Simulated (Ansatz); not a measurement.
## What a trial cell of Ca relaxes into

Level of theory: DFT PBE, scalar-relativistic, plane waves, PAW (Ansatz 0.2.0).

The start puts Ca on the beta-tungsten (A15) structure type (Pm-3n, No. 223), at a guessed volume.

The final relaxation ran on this input, with the default PAW datasets:

```yaml
crystal:
  lattice:
    - [7.0578195955, 0.0, 0.0]
    - [0.0, 7.0578195955, 0.0]
    - [0.0, 0.0, 7.0578195955]
  atoms:
    - { symbol: Ca, position: [0.5, 0.5, 0.5] }
    - { symbol: Ca, position: [0.0, 0.0, 0.0] }
    - { symbol: Ca, position: [0.25, 0.0, 0.5] }
    - { symbol: Ca, position: [0.5, 0.25, 0.0] }
    - { symbol: Ca, position: [0.5, 0.75, 0.0] }
    - { symbol: Ca, position: [0.75, 0.0, 0.5] }
    - { symbol: Ca, position: [0.0, 0.5, 0.75] }
    - { symbol: Ca, position: [0.0, 0.5, 0.25] }
basis:
  ecutwfc: 420
kpoints:
  mp_grid: { grid: [6, 6, 6] }
hamiltonian:
  xc: pbe
scf:
  occupations: { method: gaussian, width: 0.1 }
output:
  forces: true
  stress: true
  eigenvalues: true
relax:
  adjacent_minimum: "off"
  f_tol: 0.01
  max_steps: 80
  cell: { stress_tol: 0.05 }
```

It can be run as:

```bash
ansatz run input.yaml --threads 1 --pin off --backend cpu --events-out ev --progress --plain --runs-dir out  # memory cap (--max-ram) not shown
```

End of the output:

```
SCF converged after 5 iterations
Free energy (F): -14534.586925 eV
Harris-Foulkes:  -14534.586925 eV  (|F-HF|=1.46e-11)
Internal energy: -14534.539531 eV  (E = F + TS)
E sigma→0 (E₀):  -14534.563228 eV
Entropy (-TS):   -0.047394 eV (-5.924 meV/atom)
Fermi energy:    4.891146 eV
--- Per-component energies (eV) ---
  E_band       = -1406.375644
  E_kinetic    = 2204.483730
  E_local      = -6825.471903  (includes V_loc(G=0)·N_el)
  E_nonlocal   = 509.490852
  E_hartree    = 2287.953487
  E_xc         = -1087.084724
  E_vxc        = -1354.985747  (∫ρ·V_xc dr)
  E_paw        = -6865.964341  (= ΣΔE_a)
  E_vpaw       = -515.799827  (= ΣTr[D̂ρ^β])
  E_aug_tail   = -0.000049  (compensation charges beyond the density's cutoff)
  E_ewald      = -4757.946582
  E_smearing   = -0.047394  (= −TS)
  E_closure    =  0.000000  (closes the sum)
  Σ components = -14534.586925   (vs F -14534.586925, Δ=0.00e0)
--- Forces (eV/Å), atoms counted from 1 ---
  atom   1  Ca     0.00000000     0.00000000     0.00000000
  atom   2  Ca     0.00000000     0.00000000     0.00000000
  atom   3  Ca     0.00000000     0.00000000     0.00000000
  atom   4  Ca     0.00000000     0.00000000     0.00000000
  atom   5  Ca     0.00000000     0.00000000     0.00000000
  atom   6  Ca     0.00000000     0.00000000     0.00000000
  atom   7  Ca     0.00000000     0.00000000     0.00000000
  atom   8  Ca     0.00000000     0.00000000     0.00000000
  max |Σ_I F_I| component: 1.06e-17 eV/Å
--- Stress (GPa, compression-positive) ---
        0.011309       0.000000       0.000000
        0.000000       0.011309       0.000000
        0.000000       0.000000       0.011309
  P = ⅓ Tr σ = 0.0113 GPa (0.113 kbar)
--- Relaxed structure (3 steps of the walk, 3 accepted, 1 SCFs on fresh bases) ---
  F+E_penalty+E_count = -14534.58692529 eV   max|allowed force component| = 1.517e-17 eV/Å   (the final SCF, on the basis selected at the relaxed cell)
  cell:  # Å, volume = 339.6446 Å³
    - [6.977100, 0.000000, 0.000000]
    - [0.000000, 6.977100, 0.000000]
    - [0.000000, 0.000000, 6.977100]
  atoms:
    - { symbol: Ca, position: [0.500000, 0.500000, 0.500000] }
    - { symbol: Ca, position: [0.000000, 0.000000, 0.000000] }
    - { symbol: Ca, position: [0.250000, 0.000000, 0.500000] }
    - { symbol: Ca, position: [0.500000, 0.250000, 0.000000] }
    - { symbol: Ca, position: [0.500000, 0.750000, 0.000000] }
    - { symbol: Ca, position: [0.750000, 0.000000, 0.500000] }
    - { symbol: Ca, position: [0.000000, 0.500000, 0.750000] }
    - { symbol: Ca, position: [0.000000, 0.500000, 0.250000] }
```

Absolute energies hang on the potentials; compare differences alone.

The result has space group Pm-3n (No. 223). Ca on Wyckoff site a (2 atoms of the primitive cell) is coordinated by 12 Ca at 3.90 Å; around Ca on Wyckoff site c (6 atoms of the primitive cell) lie 2 Ca at 3.49 Å, 4 Ca at 3.90 Å and 8 Ca at 4.27 Å.

It lies 0.04 eV/atom above the element's standard state at the same level.

For metals, differences of a few meV/atom aren't resolved.

Symmetry constrained the relaxation, so the result can be a saddle point.